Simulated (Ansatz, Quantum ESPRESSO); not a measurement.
Rh and spin-orbit coupling, program beside program

```
Rh
1.0
     0.00000    1.89785    1.89785
     1.89785    0.00000    1.89785
     1.89785    1.89785    0.00000
Rh
1
Cartesian
  0.0000 0.0000 0.0000
```

Kept alike: task band structure; functional PBEsol; k mesh 12 × 12 × 12; occupations fermi-dirac, width 0.05 eV. The mesh is that of the run's cell of 1 atom.

- A: Ansatz, Ansatz PAW, made for PBE, cutoff 420 eV
- B: Quantum ESPRESSO; PseudoDojo 0.4.1 SR PBEsol standard (False); PseudoDojo 0.4 FR PBEsol standard (True), cutoff 1197 eV

| spin-orbit coupling | A: pressure (GPa) | B: pressure (GPa) |
| --- | --- | --- |
| off | -3.73 | -3.32 |
| on | -3.53 | -2.66 |

Pressure is positive in compression; plane-wave values hold the error of the finite cutoff, which Ansatz corrects. Values on potentials made for another functional: all of A. For a metal such a mesh leaves the last digits unconverged.

Task: How large is the effect of spin-orbit coupling, and do the programs agree on it?

Result: From off to on the pressure moves by +0.20 in A, +0.66 in B (GPa). Row by row the programs differ by 0.41 to 0.87, and the shifts point the same way but differ by 70 % of the larger.
